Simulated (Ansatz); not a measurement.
Crystal: Ti.

```
Ti
1.0
     0.00000    2.03000    2.03000
     2.03000    0.00000    2.03000
     2.03000    2.03000    0.00000
Ti
1
Direct
  0.00000 0.00000 0.00000
```

This isn't the form of Ti at room conditions, which is hcp.

Base run:

* Program: Ansatz 0.2.0
* Functional: LDA
* Potentials or basis: Ansatz PAW
* Cutoff: 420 eV (not typed: the program's choice for these potentials)
* k mesh: 11 × 11 × 11
* Occupations: fermi-dirac, width 0.05 eV
* Spin: no spin polarisation

Its results: band gap on the k mesh none (metal or under the smearing width); pressure -5.1 GPa.

After a change of settings the same cell gave: band gap on the k mesh none (metal or under the smearing width); pressure 4.2 GPa. Which change was it?
A. functional from LDA to PBEsol
B. functional from LDA to BLYP
C. functional from LDA to r2SCAN; cutoff from 420 eV (not typed: the program's choice for these potentials) to 500 eV (not typed: the program's choice for these potentials)
D. functional from LDA to revPBE

C.

Caveats: the PAW data sets come from PBE, with cores solved anew for the run's functional, which leaves a small shift of forces and pressure.

Runs at the PBE level aren't shown here.
